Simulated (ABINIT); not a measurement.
The system is Rh.

```
CELL_PARAMETERS angstrom
0.00000 1.89785 1.89785
1.89785 0.00000 1.89785
1.89785 1.89785 0.00000
ATOMIC_POSITIONS crystal
Rh 0.00000 0.00000 0.00000
```

Base run:

- Program: ABINIT 10.8.3 (patched build)
- Functional: PW91
- Potentials or basis: JTH PAW PBE v2.0
- Cutoff: 544 eV
- k mesh: 12 × 12 × 12
- Occupations: fermi-dirac, width 0.05 eV
- Spin: no spin polarisation

Its results: band gap on the k mesh none (metal or under the smearing width); pressure 7.9 GPa.

**Question.** The run is repeated on the same cell with these changes: functional from PW91 to WC. What comes out?

**Answer.** Band gap on the k mesh none (metal or under the smearing width); pressure -1.1 GPa.

WC binds more tightly than PW91, so the same cell stands under less pressure.

Caveats: the PAW data sets were made with another functional, which shifts forces and pressure a little.
